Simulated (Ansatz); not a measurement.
Space group Fm-3m (No. 225). a = 5.672 Å, b = 5.672 Å, c = 5.672 Å, α = 90.00°, β = 90.00°, γ = 90.00°
| atom | site | symmetry | x | y | z |
| --- | --- | --- | --- | --- | --- |
| Al | 4b | m-3m | 0.5000 | 0.0000 | 0.0000 |
| Ni | 8c | -43m | 0.2500 | 0.7500 | 0.7500 |
| Ni | 4a | m-3m | 0.0000 | 0.0000 | 0.0000 |

Equation of state of this AlNi₃ structure (not necessarily the ground state), with shape and atoms relaxed at each volume where symmetry leaves them free. It has no gap at any of these volumes. These are results of Ansatz 0.2.0, DFT PBE, scalar-relativistic, plane waves, PAW, not measurements.

Plane waves to 420 eV, a k mesh through Γ of 14×14×14 on the computed 4-atom cell and Gaussian smearing (0.10 eV); no spin polarisation.

| V (Å³/atom) | E − E(largest V) (meV/atom) | P (GPa) |
| --- | --- | --- |
| 10.038 | 62.38 | 30.70 |
| 10.380 | 7.58 | 20.98 |
| 10.722 | -28.14 | 12.78 |
| 11.065 | -47.75 | 5.86 |
| 11.407 | -53.74 | 0.00 |
| 11.749 | -48.20 | -4.96 |
| 12.091 | -32.93 | -9.15 |
| 12.548 | 0.00 | -13.73 |

Fit a third-order Birch–Murnaghan equation to E(V).

V0 = 11.40 Å³/atom, B0 = 179 GPa, B0' = 4.6.